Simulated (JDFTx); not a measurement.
# Zn (P6_3/mmc) in JDFTx: equation of state

How stiff is Zn in PBEsol, and what volume does it want? The cell is scaled to several volumes.

Everything below comes from runs of JDFTx 1.7.0 (patched build). Logs are shortened: lines on timing, memory, paths and dates and some standing lists are left out, and cuts for length are marked. The log counts tension as positive stress, the text compression.

### 1 The structure

It takes space group P6_3/mmc (No. 194, hexagonal). Conventional cell: a = 2.670 Å, b = 2.670 Å, c = 4.966 Å, α = 90.00°, β = 90.00°, γ = 120.00°. Zn (site symmetry -6m2) has 12 Zn at 2.67 to 2.92 Å as nearest neighbours.

### 2 Equation of state, PBEsol, 14.41 Å³/atom (volume scaled by 0.94)

Zn.in

```
lattice \
    4.9425690608    -2.4712845303     0.0000000000 \
    0.0000000000     4.2803903667     0.0000000000 \
    0.0000000000     0.0000000000     9.1928082232
coords-type Lattice
ion Zn     0.6666666667     0.3333333333     0.7500000000 1
ion Zn     0.3333333333     0.6666666667     0.2500000000 1

ion-species pseudo/Zn.upf
elec-cutoff 42 336
elec-ex-corr gga-PBEsol
kpoint-folding 11 11 6
elec-smearing Fermi 0.0018374661
elec-n-bands 27
electronic-SCF nIterations 100 energyDiffThreshold 1e-09
electronic-minimize nIterations 30 energyDiffThreshold 1e-7
forces-output-coords Cartesian

dump-name run.$VAR
dump End Ecomponents EigStats BandEigs Kpoints Forces Stress
```

Potentials or basis: PseudoDojo-SR-PBEsol-0.4.1-standard with smoothed tails.

Launch:

```sh
$ jdftx -c 1 -i Zn.in -o Zn.out
```

Log:

```text
*************** JDFTx 1.7.0 (patched build) ***************

Input parsed successfully to the following command list (including defaults):
[... the input with its defaults ...]

---------- Setting up symmetries ----------

Found 24 point-group symmetries of the bravais lattice
Found 24 space-group symmetries with basis
Applied RMS atom displacement 2.85359e-10 bohrs to make symmetries exact.

---------- Initializing the Grid ----------
R =
[      4.94257     -2.47128            0  ]
[            0      4.28039            0  ]
[            0            0      9.19281  ]
unit cell volume = 194.484
G =
[    1.27124    0.73395         -0  ]
[          0     1.4679          0  ]
[          0         -0   0.683489  ]
Minimum fftbox size, Smin = [  44  44  76  ]
Chosen fftbox size, S = [  48  48  80  ]

---------- Initializing tighter grid for wavefunction operations ----------
R =
[      4.94257     -2.47128            0  ]
[            0      4.28039            0  ]
[            0            0      9.19281  ]
unit cell volume = 194.484
G =
[    1.27124    0.73395         -0  ]
[          0     1.4679          0  ]
[          0         -0   0.683489  ]
Minimum fftbox size, Smin = [  32  32  56  ]
Chosen fftbox size, S = [  32  32  56  ]

---------- Exchange Correlation functional ----------
Initalized PBEsol GGA exchange.
Initalized PBEsol GGA correlation.

---------- Setting up pseudopotentials ----------
Width of ionic core gaussian charges (only for fluid interactions / plotting) set to 0

Reading pseudopotential file 'pseudo/Zn.upf':
  'Zn' pseudopotential, 'PBESOL' functional
  Generated using ONCVPSP code by D. R. Hamann
  20 valence electrons, 4 orbitals, 6 projectors, 1001 radial grid points, with lMax = 2
    3S    l: 0   occupation:  2.0   eigenvalue: -4.737836
    3P    l: 1   occupation:  6.0   eigenvalue: -3.059602
    3D    l: 2   occupation: 10.0   eigenvalue: -0.373698
    4S    l: 0   occupation:  2.0   eigenvalue: -0.220431
  Core radius for overlap checks: 1.79 bohrs.

Initialized 1 species with 2 total atoms.

Folded 1 k-points by 11x11x6 to 726 k-points.

---------- Setting up k-points, bands, fillings ----------
Reduced to 64 k-points under symmetry.
Computing the number of bands and number of electrons
Calculating initial fillings.
nElectrons:  40.000000   nBands: 27   nStates: 64

----- Setting up reduced wavefunction bases (one per k-point) -----
average nbasis = 2528.346 , ideal nbasis = 2528.438

---------- Setting up ewald sum ----------
Optimum gaussian width for ewald sums = 2.059206 bohr.
Real space sum over 1521 unit cells with max indices [  6  6  4  ]
Reciprocal space sum over 2057 terms with max indices [  5  5  8  ]

---------- Allocating electronic variables ----------
Initializing wave functions:  linear combination of atomic orbitals
Note: number of bands (27) exceeds available atomic orbitals (20)
Zn pseudo-atom occupations:   s ( 2 2 )  p ( 6 )  d ( 10 )
	FillingsUpdate:  mu: +0.595897006  nElectrons: 40.000000
LCAOMinimize: Iter:   0  F: -412.9025203248372691  |grad|_K:  6.904e-04  alpha:  1.000e+00
	FillingsUpdate:  mu: +0.600093696  nElectrons: 40.000000
LCAOMinimize: Iter:   1  F: -412.9087733406873326  |grad|_K:  1.129e-05  alpha:  6.124e-01  linmin:  1.309e-01  cgtest: -8.773e-01
	FillingsUpdate:  mu: +0.600089930  nElectrons: 40.000000
[... 17 lines of inner loops ...]
LCAOMinimize: 	Step failed to reduce F after 3 attempts. Quitting step.
LCAOMinimize: 	Undoing step.
LCAOMinimize: 	Step failed along negative gradient direction.
LCAOMinimize: Probably at roundoff error limit. (Stopping)

-------- Electronic minimization -----------
Will mix electronic density at each iteration.
	FillingsUpdate:  mu: +0.600032445  nElectrons: 40.000000
	FillingsUpdate:  mu: +0.575260415  nElectrons: 40.000000
SCF: Cycle:  0   F: -412.972390734380838   dF: -6.362e-02   |Residual|: 3.276e-02   |deigs|: 5.863e-02
	FillingsUpdate:  mu: +0.576074706  nElectrons: 40.000000
SCF: Cycle:  1   F: -412.973078492190893   dF: -6.878e-04   |Residual|: 1.265e-02   |deigs|: 6.684e-03
	FillingsUpdate:  mu: +0.576371112  nElectrons: 40.000000
SCF: Cycle:  2   F: -412.973114565406604   dF: -3.607e-05   |Residual|: 4.385e-03   |deigs|: 1.581e-03
	FillingsUpdate:  mu: +0.576275784  nElectrons: 40.000000
SCF: Cycle:  3   F: -412.973117812043029   dF: -3.247e-06   |Residual|: 1.493e-03   |deigs|: 8.161e-04
	FillingsUpdate:  mu: +0.576371075  nElectrons: 40.000000
SCF: Cycle:  4   F: -412.973119050813864   dF: -1.239e-06   |Residual|: 5.440e-04   |deigs|: 5.119e-04
	FillingsUpdate:  mu: +0.576356392  nElectrons: 40.000000
SCF: Cycle:  5   F: -412.973119193094476   dF: -1.423e-07   |Residual|: 1.166e-04   |deigs|: 1.562e-04
	FillingsUpdate:  mu: +0.576352014  nElectrons: 40.000000
SCF: Cycle:  6   F: -412.973119204061618   dF: -1.097e-08   |Residual|: 6.130e-05   |deigs|: 9.311e-05
	FillingsUpdate:  mu: +0.576353367  nElectrons: 40.000000
SCF: Cycle:  7   F: -412.973119206504521   dF: -2.443e-09   |Residual|: 2.274e-05   |deigs|: 7.484e-05
	FillingsUpdate:  mu: +0.576354239  nElectrons: 40.000000
SCF: Cycle:  8   F: -412.973119206952845   dF: -4.483e-10   |Residual|: 9.107e-06   |deigs|: 6.940e-05
	FillingsUpdate:  mu: +0.576353929  nElectrons: 40.000000
SCF: Cycle:  9   F: -412.973119207079208   dF: -1.264e-10   |Residual|: 3.797e-06   |deigs|: 6.579e-05
SCF: Converged (|Delta E|<1.000000e-09 for 2 iters).

Setting wave functions to eigenvectors of Hamiltonian

# Stress tensor in Cartesian coordinates [Eh/a0^3]:
[  1.91821e-05            0            0  ]
[            0  1.91821e-05            0  ]
[            0            0   8.9457e-05  ]

# Ionic positions in lattice coordinates:
ion Zn   0.666666666666667   0.333333333333333   0.750000000000000 1
ion Zn   0.333333333333333   0.666666666666667   0.250000000000000 1

# Forces in Cartesian coordinates:
force Zn  -0.000000000000000   0.000000000000000   0.000000000000000 1
force Zn   0.000000000000000   0.000000000000000   0.000000000000000 1

# Energy components:
   Eewald =     -250.5488659359174903
       EH =      136.0408305561947770
     Eloc =     -347.3263642241255411
      Enl =      -95.7726608049586474
      Exc =      -44.4835969504897832
 Exc_core =        4.8597072357995135
       KE =      184.2580004576100805
-------------------------------------
     Etot =     -412.9729496658870289
       TS =        0.0001695411921753
-------------------------------------
        F =     -412.9731192070792076

IonicMinimize: Iter:   0  F: -412.973119207079208  |grad|_K:  1.863e-35
IonicMinimize: Converged (|grad|_K<1.000000e-04).

#--- Lowdin population analysis ---
# oxidation-state Zn +0.573 +0.573

Dumping 'run.eigStats' ...
	eMin: -4.060614 at state 0 ( [ +0.000000 +0.000000 +0.000000 ] spin 0 )
	HOMO: +0.575123 at state 62 ( [ +0.272727 +0.363636 +0.333333 ] spin 0 )
	mu  : +0.576354
	LUMO: +0.576467 at state 62 ( [ +0.272727 +0.363636 +0.333333 ] spin 0 )
	eMax: +1.348495 at state 4 ( [ +0.000000 +0.090909 +0.000000 ] spin 0 )
	HOMO-LUMO gap: +0.001344
	Optical gap  : +0.001344 at state 62 ( [ +0.272727 +0.363636 +0.333333 ] spin 0 )
Done!
```

Run time: 62 s. Hardware: 1 thread of Intel Xeon 6975P-C (Granite Rapids), shared host; peak memory 0.21 GiB.

Results:

```
Free energy            : -11237.5711 eV
Pressure               : -1.3 GPa
Band gap on the k mesh : none (metal or under the smearing width)
```

### 3 Equation of state, PBEsol, 14.72 Å³/atom (volume scaled by 0.96)

Edit Zn.in of step 2 so:

```diff
@@ -1,5 +1,5 @@
 lattice \
-    4.9425690608    -2.4712845303     0.0000000000 \
-    0.0000000000     4.2803903667     0.0000000000 \
-    0.0000000000     0.0000000000     9.1928082232
+    4.9773770320    -2.4886885160     0.0000000000 \
+    0.0000000000     4.3105349539     0.0000000000 \
+    0.0000000000     0.0000000000     9.2575484423
 coords-type Lattice
@@ -19,2 +19,2 @@
 dump-name run.$VAR
-dump End Ecomponents EigStats BandEigs Kpoints Forces Stress
+dump End Ecomponents EigStats BandEigs Kpoints Forces Stress ElecDensity Dtot KEdensity
```

Potentials or basis: PseudoDojo-SR-PBEsol-0.4.1-standard with smoothed tails.

Launch:

```sh
$ jdftx -c 1 -i Zn.in -o Zn.out
```

Run time: 55 s. Hardware: 1 thread of Intel Xeon 6975P-C (Granite Rapids), shared host; peak memory 0.23 GiB.

Results (log left out):

```
Free energy            : -11237.5629 eV
Pressure               : -3.0 GPa
Band gap on the k mesh : none (metal or under the smearing width)
```

### 4 Equation of state, PBEsol, 15.02 Å³/atom (volume scaled by 0.98)

Edit Zn.in of step 3 so:

```diff
@@ -1,5 +1,5 @@
 lattice \
-    4.9773770320    -2.4886885160     0.0000000000 \
-    0.0000000000     4.3105349539     0.0000000000 \
-    0.0000000000     0.0000000000     9.2575484423
+    5.0117048549    -2.5058524275     0.0000000000 \
+    0.0000000000     4.3402637205     0.0000000000 \
+    0.0000000000     0.0000000000     9.3213956215
 coords-type Lattice
```

Launch:

```sh
$ jdftx -c 1 -i Zn.in -o Zn.out
```

It took 50 s on 1 thread of Intel Xeon 6975P-C (Granite Rapids), shared host; peak memory 0.24 GiB.

It converged, with:

```
Free energy            : -11237.5486 eV
Pressure               : -4.5 GPa
Band gap on the k mesh : none (metal or under the smearing width)
```

### 5 Equation of state, PBEsol, 15.33 Å³/atom

Edit Zn.in of step 4 so:

```diff
@@ -1,5 +1,5 @@
 lattice \
-    5.0117048549    -2.5058524275     0.0000000000 \
-    0.0000000000     4.3402637205     0.0000000000 \
-    0.0000000000     0.0000000000     9.3213956215
+    5.0455687528    -2.5227843764     0.0000000000 \
+    0.0000000000     4.3695907164     0.0000000000 \
+    0.0000000000     0.0000000000     9.3843799349
 coords-type Lattice
```

Launch:

```sh
$ jdftx -c 1 -i Zn.in -o Zn.out
```

Run time: 55 s. Hardware: 1 thread of Intel Xeon 6975P-C (Granite Rapids), shared host; peak memory 0.25 GiB.

Results (log left out):

- Free energy: -11237.5290 eV
- Pressure: -5.8 GPa
- Band gap on the k mesh: none (metal or under the smearing width)

### 6 Equation of state, PBEsol, 15.64 Å³/atom (volume scaled by 1.02)

Edit Zn.in of step 5 so:

```diff
@@ -1,5 +1,5 @@
 lattice \
-    5.0455687528    -2.5227843764     0.0000000000 \
-    0.0000000000     4.3695907164     0.0000000000 \
-    0.0000000000     0.0000000000     9.3843799349
+    5.0789840891    -2.5394920447     0.0000000000 \
+    0.0000000000     4.3985292466     0.0000000000 \
+    0.0000000000     0.0000000000     9.4465299576
 coords-type Lattice
```

Potentials or basis: PseudoDojo-SR-PBEsol-0.4.1-standard with smoothed tails.

Launch:

```sh
$ jdftx -c 1 -i Zn.in -o Zn.out
```

Wall time 60 s (1 thread of Intel Xeon 6975P-C (Granite Rapids), shared host); peak memory 0.24 GiB.

The run converged. Its results:

| Quantity | Value |
| --- | --- |
| Free energy | -11237.5046 eV |
| Pressure | -6.9 GPa |
| Band gap on the k mesh | none (metal or under the smearing width) |

### 7 Equation of state, PBEsol, 15.94 Å³/atom (volume scaled by 1.04)

Edit Zn.in of step 6 so:

```diff
@@ -1,5 +1,5 @@
 lattice \
-    5.0789840891    -2.5394920447     0.0000000000 \
-    0.0000000000     4.3985292466     0.0000000000 \
-    0.0000000000     0.0000000000     9.4465299576
+    5.1119654295    -2.5559827147     0.0000000000 \
+    0.0000000000     4.4270919252     0.0000000000 \
+    0.0000000000     0.0000000000     9.5078727801
 coords-type Lattice
```

Launch:

```sh
$ jdftx -c 1 -i Zn.in -o Zn.out
```

Run time: 55 s. Hardware: 1 thread of Intel Xeon 6975P-C (Granite Rapids), shared host; peak memory 0.25 GiB.

The run converged. Its results:

* Free energy: -11237.4762 eV
* Pressure: -7.9 GPa
* Band gap on the k mesh: none (metal or under the smearing width)

### 8 Equation of state, PBEsol, 16.25 Å³/atom (volume scaled by 1.06)

Edit Zn.in of step 7 so:

```diff
@@ -1,5 +1,5 @@
 lattice \
-    5.1119654295    -2.5559827147     0.0000000000 \
-    0.0000000000     4.4270919252     0.0000000000 \
-    0.0000000000     0.0000000000     9.5078727801
+    5.1445265968    -2.5722632983     0.0000000000 \
+    0.0000000000     4.4552907233     0.0000000000 \
+    0.0000000000     0.0000000000     9.5684341120
 coords-type Lattice
```

Launch:

```sh
$ jdftx -c 1 -i Zn.in -o Zn.out
```

Run time: 55 s. Hardware: 1 thread of Intel Xeon 6975P-C (Granite Rapids), shared host; peak memory 0.25 GiB.

It converged, with:

- Free energy: -11237.4443 eV
- Pressure: -8.8 GPa
- Band gap on the k mesh: none (metal or under the smearing width)

### 9 Equation of state, PBEsol

Potentials or basis: PseudoDojo-SR-PBEsol-0.4.1-standard with smoothed tails.

This step only gathers the single runs of the series.

What came out:

```yaml
Equilibrium_volume: "14.21 Å³/atom (rough: see the caveat)"
Bulk_modulus_at_fixed_shape_and_positions: 93 GPa (rough)
```

Energy against volume, from the lowest point:
```
volume (Å³/atom)  energy (meV/atom)
          14.410               0.00
          14.716               4.08
          15.023              11.22
          15.330              21.05
          15.636              33.22
          15.943              47.41
          16.249              63.37
```

Caveat: the minimum lies outside the volumes run; the cell was scaled at fixed shape and fractional positions, which overstates the stiffness of a crystal with free parameters, most of all of layers and chains.
